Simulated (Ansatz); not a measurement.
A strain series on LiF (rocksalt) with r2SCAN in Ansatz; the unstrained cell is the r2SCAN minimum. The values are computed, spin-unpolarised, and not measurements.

Input of the unstrained run:
```yaml
crystal:
  lattice:
    - [0.0, 1.9948717375, 1.9948717375]
    - [1.9948717375, 0.0, 1.9948717375]
    - [1.9948717375, 1.9948717375, 0.0]
  atoms:
    - { symbol: Li, position: [0.0, 0.0, 0.0] }
    - { symbol: F, position: [0.5, 0.5, 0.5] }
kpoints:
  mp_grid: { grid: [10, 10, 10] }
  band_path:
    path:
      - [0.0, 0.0, 0.0]
      - [0.5, 0.0, 0.5]
      - [0.625, 0.25, 0.625]
      - [0.375, 0.375, 0.75]
      - [0.5, 0.5, 0.5]
      - [0.5, 0.25, 0.75]
      - [-0.0625, 0.0, 0.0625]
    npoints: 1
hamiltonian:
  xc: r2scan
scf:
  occupations: { method: fixed }
  n_extra_bands: 4
output:
  forces: true
  stress: true
  eigenvalues: true
```

Its main results, and the levels near the gap at the points of the path (eV from the Fermi energy, bands numbered from 0, names kept under strain):
```
Crystal: 2 atoms, lattice volume = 15.877 Å³
Basis set: ecut = 500 eV, 411 PW (Γ)
Symmetry: 48 space group operations
Space group: Fm-3m (ITA 225)
k-points: 47 of 1000
Free energy (F): -1018.331872 eV
Fermi energy:    0.599211 eV
--- Stress (GPa, compression-positive) ---
        0.026654       0.000000       0.000000
        0.000000       0.026654       0.000000
        0.000000       0.000000       0.026654
  P = ⅓ Tr σ = 0.0267 GPa (0.267 kbar)
```
```tsv
point	band_2	band_3	band_4	band_5	band_6	band_7
Γ	0.000	0.000	0.000	10.330	25.918	25.918
X	-3.107	-1.043	-1.043	16.313	17.693	19.099
U	-2.585	-1.623	-0.772	15.851	16.375	20.125
K	-2.585	-1.623	-0.772	15.851	16.375	20.125
L	-2.616	-0.249	-0.249	12.013	18.348	20.530
W	-2.151	-2.151	-0.838	16.487	16.487	19.060
(-0.062,0,0.062)	-0.277	-0.085	0.000	10.647	23.016	23.963
```

Epitaxial -4.0 % in the xy plane, free normal strain +3.03 %. The input changes in these blocks:
```yaml
crystal:
  lattice:
    - [0.0, 1.915076868, 2.0553467111]
    - [1.915076868, 0.0, 2.0553467111]
    - [1.915076868, 1.915076868, 0.0]
  atoms:
    - { symbol: Li, position: [0.0, 0.0, 0.0] }
    - { symbol: F, position: [0.5, 0.5, 0.5] }
kpoints:
  mp_grid: { grid: [10, 10, 10] }
  band_path:
    path:
      - [0.0, 0.0, 0.0]
      - [0.5, 0.0, 0.5]
      - [0.625, 0.25, 0.625]
      - [0.375, 0.375, 0.75]
      - [0.5, 0.5, 0.5]
      - [0.5, 0.25, 0.75]
    npoints: 1
output:
  forces: true
  stress: true
  eigenvalues: true
  write_density: true
  write_potential: true
  elf: true
  volumetric_format: npy
```

```
Crystal: 2 atoms, lattice volume = 15.076 Å³
Basis set: ecut = 500 eV, 371 PW (Γ)
Symmetry: 16 space group operations
Space group: I4/mmm (ITA 139)
k-points: 102 of 1000
Free energy (F): -1018.302849 eV
Fermi energy:    1.110977 eV
--- Stress (GPa, compression-positive) ---
        8.014873       0.000000       0.000000
        0.000000       8.014873       0.000000
        0.000000       0.000000       0.029968
  P = ⅓ Tr σ = 5.3532 GPa (53.532 kbar)
```
```tsv
point	band_2	band_3	band_4	band_5	band_6	band_7
Γ	-0.132	-0.132	0.000	10.730	25.448	26.034
X	-3.407	-1.529	-1.050	17.263	17.591	19.718
U	-2.873	-1.865	-0.970	15.919	17.281	20.718
K	-2.865	-1.769	-0.764	15.904	16.590	20.829
L	-2.854	-0.439	-0.258	12.226	18.906	20.283
W	-2.355	-2.320	-1.011	16.027	17.404	19.847
```

r2SCAN: the gap goes from 10.330 to 10.730 eV (+0.400 eV); with r2SCAN the top three valence levels at Γ, degenerate before, become 1+2 from the top over 132 meV.

Epitaxial -3.0 % in the xy plane, free normal strain +2.22 %. The input changes in these blocks:
```yaml
crystal:
  lattice:
    - [0.0, 1.9350255854, 2.0391122889]
    - [1.9350255854, 0.0, 2.0391122889]
    - [1.9350255854, 1.9350255854, 0.0]
  atoms:
    - { symbol: Li, position: [0.0, 0.0, 0.0] }
    - { symbol: F, position: [0.5, 0.5, 0.5] }
kpoints:
  mp_grid: { grid: [10, 10, 10] }
  band_path:
    path:
      - [0.0, 0.0, 0.0]
      - [0.5, 0.0, 0.5]
      - [0.625, 0.25, 0.625]
      - [0.375, 0.375, 0.75]
      - [0.5, 0.5, 0.5]
      - [0.5, 0.25, 0.75]
    npoints: 1
```

```
Crystal: 2 atoms, lattice volume = 15.270 Å³
Basis set: ecut = 500 eV, 371 PW (Γ)
Symmetry: 16 space group operations
Space group: I4/mmm (ITA 139)
k-points: 102 of 1000
Free energy (F): -1018.316184 eV
Fermi energy:    0.989052 eV
--- Stress (GPa, compression-positive) ---
        5.635057       0.000000       0.000000
        0.000000       5.635057       0.000000
        0.000000       0.000000       0.013934
  P = ⅓ Tr σ = 3.7613 GPa (37.613 kbar)
```
```tsv
point	band_2	band_3	band_4	band_5	band_6	band_7
Γ	-0.105	-0.105	0.000	10.631	25.580	25.994
X	-3.336	-1.406	-1.056	17.008	17.604	19.557
U	-2.806	-1.806	-0.928	15.906	17.038	20.564
K	-2.800	-1.740	-0.775	16.020	16.387	20.632
L	-2.802	-0.394	-0.265	12.169	18.768	20.328
W	-2.310	-2.284	-0.974	16.139	17.156	19.630
```

r2SCAN: the gap goes from 10.330 to 10.631 eV (+0.301 eV); with r2SCAN the top three valence levels at Γ, degenerate before, become 1+2 from the top over 105 meV.

Epitaxial -2.0 % in the xy plane, free normal strain +1.44 %. The input changes in these blocks:
```yaml
crystal:
  lattice:
    - [0.0, 1.9549743028, 2.0236966024]
    - [1.9549743028, 0.0, 2.0236966024]
    - [1.9549743028, 1.9549743028, 0.0]
  atoms:
    - { symbol: Li, position: [0.0, 0.0, 0.0] }
    - { symbol: F, position: [0.5, 0.5, 0.5] }
kpoints:
  mp_grid: { grid: [10, 10, 10] }
  band_path:
    path:
      - [0.0, 0.0, 0.0]
      - [0.5, 0.0, 0.5]
      - [0.625, 0.25, 0.625]
      - [0.375, 0.375, 0.75]
      - [0.5, 0.5, 0.5]
      - [0.5, 0.25, 0.75]
    npoints: 1
```

```
Crystal: 2 atoms, lattice volume = 15.469 Å³
Basis set: ecut = 500 eV, 371 PW (Γ)
Symmetry: 16 space group operations
Space group: I4/mmm (ITA 139)
k-points: 102 of 1000
Free energy (F): -1018.325154 eV
Fermi energy:    0.862404 eV
--- Stress (GPa, compression-positive) ---
        3.526053       0.000000       0.000000
        0.000000       3.526053       0.000000
        0.000000       0.000000       0.005456
  P = ⅓ Tr σ = 2.3525 GPa (23.525 kbar)
```
```tsv
point	band_2	band_3	band_4	band_5	band_6	band_7
Γ	-0.074	-0.074	0.000	10.531	25.714	25.961
X	-3.263	-1.284	-1.056	16.765	17.626	19.401
U	-2.735	-1.745	-0.881	15.891	16.806	20.414
K	-2.731	-1.705	-0.779	16.137	16.197	20.449
L	-2.744	-0.347	-0.265	12.114	18.628	20.385
W	-2.260	-2.244	-0.932	16.253	16.921	19.427
```

r2SCAN: the gap goes from 10.330 to 10.531 eV (+0.201 eV); with r2SCAN the top three valence levels at Γ, degenerate before, become 1+2 from the top over 74 meV.

Epitaxial -1.0 % in the xy plane, free normal strain +0.71 %. The input changes in these blocks:
```yaml
crystal:
  lattice:
    - [0.0, 1.9749230202, 2.009093731]
    - [1.9749230202, 0.0, 2.009093731]
    - [1.9749230202, 1.9749230202, 0.0]
  atoms:
    - { symbol: Li, position: [0.0, 0.0, 0.0] }
    - { symbol: F, position: [0.5, 0.5, 0.5] }
kpoints:
  mp_grid: { grid: [10, 10, 10] }
  band_path:
    path:
      - [0.0, 0.0, 0.0]
      - [0.5, 0.0, 0.5]
      - [0.625, 0.25, 0.625]
      - [0.375, 0.375, 0.75]
      - [0.5, 0.5, 0.5]
      - [0.5, 0.25, 0.75]
    npoints: 1
output:
  forces: true
  stress: true
  eigenvalues: true
  write_density: true
  write_potential: true
  elf: true
  volumetric_format: npy
```

```
Crystal: 2 atoms, lattice volume = 15.672 Å³
Basis set: ecut = 500 eV, 403 PW (Γ)
Symmetry: 16 space group operations
Space group: I4/mmm (ITA 139)
k-points: 102 of 1000
Free energy (F): -1018.330233 eV
Fermi energy:    0.731709 eV
--- Stress (GPa, compression-positive) ---
        1.661132       0.000000       0.000000
        0.000000       1.661132       0.000000
        0.000000       0.000000       0.001183
  P = ⅓ Tr σ = 1.1078 GPa (11.078 kbar)
```
```tsv
point	band_2	band_3	band_4	band_5	band_6	band_7
Γ	-0.039	-0.039	0.000	10.430	25.846	25.935
X	-3.186	-1.163	-1.052	16.533	17.655	19.247
U	-2.661	-1.684	-0.828	15.872	16.585	20.267
K	-2.659	-1.666	-0.778	16.019	16.254	20.280
L	-2.682	-0.298	-0.259	12.062	18.487	20.452
W	-2.207	-2.199	-0.886	16.368	16.698	19.237
```

r2SCAN: the gap goes from 10.330 to 10.430 eV (+0.100 eV); with r2SCAN the top three valence levels at Γ, degenerate before, become 1+2 from the top over 39 meV.

The splittings at Γ are without spin-orbit coupling, which regroups them where it is of like size.
